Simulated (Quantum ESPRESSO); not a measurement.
# W under changes of volume

One of the cells (16.731 Å³/atom); the others are scaled copies at fixed shape and fractional positions:

```xyz
1
Lattice="0.0000 2.0300 2.0300 2.0300 0.0000 2.0300 2.0300 2.0300 0.0000" Properties=species:S:1:pos:R:3 pbc="T T T"
W     0.0000    0.0000    0.0000
```

This isn't the form of W at room conditions, which is bcc.

| Property | Result |
| --- | --- |
| Program | Quantum ESPRESSO 7.5 |
| Functional | r2SCAN |
| Potentials or basis | SG15 PBE 1.2 |
| Cutoff | 1020 eV |
| Density cutoff | 4082 eV |
| k mesh | 8 × 8 × 8 |
| Occupations | fermi-dirac, width 0.05 eV |
| Spin | no spin polarisation |

| volume (Å³/atom) | energy over the lowest point (meV/atom) | pressure (GPa) |
| --- | --- | --- |
| 15.727 | 0.00 | -2.4 |
| 16.062 | 11.27 | -8.5 |
| 16.396 | 34.47 | -14.0 |
| 16.731 | 68.64 | -18.9 |
| 17.065 | 112.72 | -23.4 |
| 17.400 | 165.71 | -27.4 |
| 17.735 | ? | ? |

What does the run at 17.735 Å³/atom give?

Energy over the lowest point 226.62 meV/atom; pressure -31.0 GPa.

Worked out: A Birch-Murnaghan fit of order 3 (a polynomial in V^(-2/3)) to the other rows has its minimum at 15.61 Å³/atom, just outside them, with B0 = V·E''(V) = 308 GPa and B' = 3.7. It gives 226.91 meV/atom at 17.735 Å³/atom, against the run's 226.62, and -dE/dV = -31.1 GPa, against -31.0.

Energies are extrapolated to zero smearing.

Caveats: the potentials were made for another functional, which shifts forces and pressure; the cell as given lies far from equilibrium (some runs).
